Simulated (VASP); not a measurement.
## A VASP 6.6.1 single-point calculation on AlN

INCAR

```
LASPH = .TRUE.
ISIF = 2
NBANDS = 16
LWAVE = .FALSE.
NSW = 0
ISMEAR = -1
ENCUT = 520
SIGMA = 0.02
LCHARG = .FALSE.
GGA = PE
NELM = 120
EDIFF = 0.001
PREC = Normal
LREAL = Auto
IBRION = -1
```

KPOINTS

```
KPOINTS created by Atomic Simulation Environment
0
Gamma
12 12 6
0 0 0
```

POSCAR

```
Al N
 1.0000000000000000
     3.1066937601296396    0.0000000000000000    0.0000000000000000
    -1.5533468800648198    2.6904757180508674    0.0000000000000000
     0.0000000000000000    0.0000000000000000    4.9785915498959481
 Al  N
   2   2
Cartesian
  0.0000000000000001  1.7936504787005778 -0.0164068127947834
  1.5533468800648196  0.8968252393502889  2.4728889621531898
  0.0000000000000001  1.7936504787005778  1.8833786440057636
  1.5533468800648196  0.8968252393502889  4.3726744189537392
```

The recommended PBE PAW datasets give the neutral cell 16 valence electrons.

Command

```
mpirun -np 1 vasp_std
```

Problem. How does this run end, and what does it give?

Solution. It converged. Results: gap between bands v and c on the k mesh 4.24 eV; least direct gap on the k mesh 4.24 eV; pressure 3.9 GPa. Band v is the last that the valence electrons fill when counted band by band, and c is the next.

OSZICAR

```
N       E                     dE             d eps       ncg     rms          rms(c)
DAV:   1     0.408883844303E+02    0.40888E+02   -0.73408E+03  2440   0.899E+02
DAV:   2    -0.310236517589E+02   -0.71912E+02   -0.65841E+02  3416   0.187E+02
DAV:   3    -0.345079877416E+02   -0.34843E+01   -0.34739E+01  3008   0.425E+01
DAV:   4    -0.345290387888E+02   -0.21051E-01   -0.21050E-01  3024   0.373E+00
DAV:   5    -0.345293180894E+02   -0.27930E-03   -0.27930E-03  3080   0.430E-01    0.122E+01
DAV:   6    -0.297550451075E+02    0.47743E+01   -0.10670E+01  2904   0.237E+01    0.417E+00
DAV:   7    -0.297783667469E+02   -0.23322E-01   -0.68394E-01  2600   0.582E+00    0.296E+00
DAV:   8    -0.297710888775E+02    0.72779E-02   -0.60133E-02  2728   0.225E+00    0.591E-01
DAV:   9    -0.297660591568E+02    0.50297E-02   -0.12227E-02  3240   0.817E-01    0.246E-01
DAV:  10    -0.297666808535E+02   -0.62170E-03   -0.22618E-03  2400   0.299E-01
   1 F= -.29766681E+02 E0= -.29766681E+02  d E =-.807937E-11
```

Standard output (part)

```
POSCAR found type information on POSCAR AlN
 POSCAR found :  2 types and       4 ions
|     You have a (more or less) 'small supercell' and for smaller cells       |
|     it is recommended to use the reciprocal-space projection scheme!        |
|     The real-space optimization is not efficient for small cells and it     |
|     is also less accurate ...                                               |
|     Therefore, set LREAL=.FALSE. in the INCAR file.                         |
 LDA part: xc-table for (Slater+PW92), standard interpolation
 POSCAR, INCAR and KPOINTS ok, starting setup
 WAVECAR not read
 entering main loop
```

These settings aren't sound, so the numbers aren't properties of the crystal.

On sound settings PBE gives a gap of 4.24 eV on its mesh and a pressure of 4.4 GPa for the intended cell.
